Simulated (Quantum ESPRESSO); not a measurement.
**CuO in Quantum ESPRESSO: the effect of target pressure**

CuO:

```xyz
2
Lattice="2.8363 0.0000 0.0000 -1.4182 2.4563 0.0000 0.0000 0.0000 2.7681" Properties=species:S:1:pos:R:3 pbc="T T T"
Cu    0.0000    0.0000    0.0000
O     1.4182    0.8188    1.3841
```

Measurements of this composition are mostly on another form, of space group No. 15.

Alike in all runs:

```yaml
Program: Quantum ESPRESSO 7.5
Task: phonons
Functional: LDA
Potentials_or_basis: GBRV 1.5 LDA
Cutoff: 762 eV
Density_cutoff: 6095 eV
k_mesh: 9 × 9 × 8
Occupations: cold, width 0.2 eV
Spin: no spin polarisation
```

Each run relaxes the cell or the atoms first.

| target pressure | relaxed volume (Å³/atom) | highest phonon frequency (cm⁻¹) |
| --- | --- | --- |
| 0 GPa | ? | ? |
| 10 GPa | 8.53 | 388 |
| 25 GPa | 8.10 | 446 |
| 50 GPa | 7.56 | 527 |
| 80 GPa | 7.11 | 602 |

Problem. What does the run with target pressure 0 GPa give?

Solution. Relaxed volume 8.90 Å³/atom; highest phonon frequency 341 cm⁻¹.

Worked out: In Murnaghan's law V^(-B') rises as a straight line in P. The other rows fit best with B' = 4.2, V0 = 8.90 Å³/atom and B0 = 213 GPa, which gives 8.90 Å³/atom at 0 GPa, against the run's 8.90. A parabola through the other rows of the highest phonon frequency, of slope 4.32 cm⁻¹ per GPa there, extrapolates to 346 cm⁻¹, against the run's 341.

Caveats: the mesh is thin for the phonons of a metal; an odd number of electrons without spin polarisation forces a metal; a magnetic or distorted state may lie lower; the run has no spin polarisation, though such a crystal can be magnetic; the cell is more than 3 GPa from zero pressure, which shifts response properties (some runs); some modes are imaginary (some runs).
